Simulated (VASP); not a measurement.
Crystal: SiC.

```xyz
2
Lattice="0.0000 2.1790 2.1790 2.1790 0.0000 2.1790 2.1790 2.1790 0.0000" Properties=species:S:1:pos:R:3 pbc="T T T"
Si    0.0000    0.0000    0.0000
C     1.0895    1.0895    1.0895
```

Base run:

| Item | Value |
| --- | --- |
| Program | VASP 6.6.1 |
| Functional | PBEsol |
| Potentials or basis | VASP PAW PBE potentials, release 64 (Si, C) |
| Cutoff | 520 eV |
| k mesh | 6 × 6 × 6 |
| Occupations | gaussian, width 0.03 eV |
| Spin | no spin polarisation |

Its results: band gap on the k mesh 1.23 eV, indirect (least direct gap 4.44 eV); pressure 0.2 GPa.

Question: The run is repeated on the same cell with these changes: functional from PBEsol to PBE0. What comes out?

Answer: Band gap on the k mesh 2.96 eV, indirect (least direct gap 6.48 eV); pressure -2.0 GPa.

PBE0 gives the wider gap, since exact exchange removes part of the self-interaction.

Caveats: the PAW data sets were made with another functional, which shifts forces and pressure a little.

Not every run made on this cell is shown here.
